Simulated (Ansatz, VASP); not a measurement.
# Two plane-wave programs on Ta

The input INCAR:

```
PREC     = Accurate       # precision mode
ENCUT    = 600            # plane-wave cutoff, eV
EDIFF    = 1E-6           # SCF threshold, eV
ISMEAR   = 0              # smearing method
SIGMA    = 0.1            # smearing width, eV
LREAL    = False          # projectors in reciprocal space
LASPH    = True           # aspherical terms in the spheres
NELM     = 60             # most SCF steps
ALGO     = Normal         # electronic algorithm
ISIF     = 3              # what is computed and relaxed
LWAVE    = False          # write WAVECAR
LCHARG   = False          # write CHGCAR
GGA      = PE             # functional
IBRION   = 2              # ionic algorithm
NSW      = 80             # ionic steps
EDIFFG   = -0.05          # ionic threshold
```

The input KPOINTS:

```
Automatic mesh
0
Gamma
  8 8 8
```

Contents of POSCAR:

```
Ta
1.0
   -1.6120325800      1.6120325800      1.6120325800
    1.6120325800     -1.6120325800      1.6120325800
    1.6120325800      1.6120325800     -1.6120325800
Ta
1
Direct
    0.0000000000      0.0000000000      0.0000000000
```

Input for Ansatz:

```yaml
crystal:
  lattice:
    - [-1.61203258, 1.61203258, 1.61203258]
    - [1.61203258, -1.61203258, 1.61203258]
    - [1.61203258, 1.61203258, -1.61203258]
  atoms:
    - { symbol: Ta, position: [0.0, 0.0, 0.0] }
basis:
  ecutwfc: 420
kpoints:
  mp_grid: { grid: [8, 8, 8] }
hamiltonian:
  xc: pbe
scf:
  occupations: { method: gaussian, width: 0.1 }
output:
  forces: true
  stress: true
  eigenvalues: true
relax:
  adjacent_minimum: "off"
  f_tol: 0.05
  max_steps: 60
  cell: { stress_tol: 0.5 }
```

Alike in both runs: task relaxation of cell and atoms; functional PBE; k mesh 8 × 8 × 8; occupations gaussian, width 0.1 eV; no spin polarisation.

|  | VASP | Ansatz |
| --- | --- | --- |
| version | VASP 6.6.1 | Ansatz 0.2.0 |
| potentials or method | VASP PAW PBE potentials, release 64 (Ta_pv) | scalar-relativistic, plane waves, PAW |
| plane-wave cutoff (eV) | 600 | 420 |
| valence electrons in the cell | 11 | 13 |

|  | VASP | Ansatz | Ansatz less VASP |
| --- | --- | --- | --- |
| gap on the k mesh at the Fermi level, each at its own relaxed structure (eV) | none | none | - |
| relaxed volume (Å³/atom) | 18.12 | 18.10 | -0.023 |
| relaxed cell length with the largest relative difference (Å) | 2.866 | 2.865 | -0.0012 |
| energy change over the relaxation (meV/atom) | -74 | -72 | +1.7 |

A gap of «none» marks a metal or a gap that the smearing closes. The two sets of potentials don't hold the same shells in valence.

 PBE usually gives volumes a little too large and moduli too small. Spin-orbit coupling is left out, which matters for the levels of Ta.
